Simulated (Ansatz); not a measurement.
**Structure types of Al compared at 400 GPa**

Structure types of Al are relaxed in primitive cells with their symmetry kept at 400 GPa, on PAW files; LAPW relaxes the small cells further and takes the PAW cell for the others (marked *). The enthalpy is E + pV at zero temperature, without zero-point motion. Only the types listed were tried, and differences under about 5 meV/atom are mesh noise. The real phase may be another.

Computed with Ansatz 0.2.0; functional PBE, scalar-relativistic. Settings: Fermi–Dirac smearing of 0.08 eV, no spin polarisation. Methods: LAPW: all electrons, basis error target 0.5 meV/atom; PAW: frozen-core files, cutoff 420 eV.

k meshes: fcc 22×22×22, bcc 22×22×22, hcp 20×20×11, beta tin 21×21×21, diamond 16×16×16, dhcp 17×17×5.

Q: Which type is lowest in enthalpy, and by how much?

A: bcc, 4 meV/atom below hcp, which is within the noise of the k meshes. The whole table:

```
start type             ends as          a, b, c (Å)  V (Å³/atom)  H − H(lowest), LAPW (meV/atom)  same, PAW
       fcc          fcc, Fm-3m  3.029, 3.029, 3.029         6.95                            84.4       93.3
       bcc          bcc, Im-3m  2.392, 2.392, 2.392         6.84                             0.0        0.0
       hcp       hcp, P6_3/mmc  2.143, 2.143, 3.467         6.89                             4.4        9.2
  beta tin  beta tin, I4_1/amd  3.752, 3.752, 2.013         7.09                          1812.4     1808.9
   diamond      diamond, Fd-3m  4.048, 4.048, 4.048         8.29                          7942.0     7963.8
     dhcp*      dhcp, P6_3/mmc  2.142, 2.142, 6.975         6.93                            64.8       72.0
```
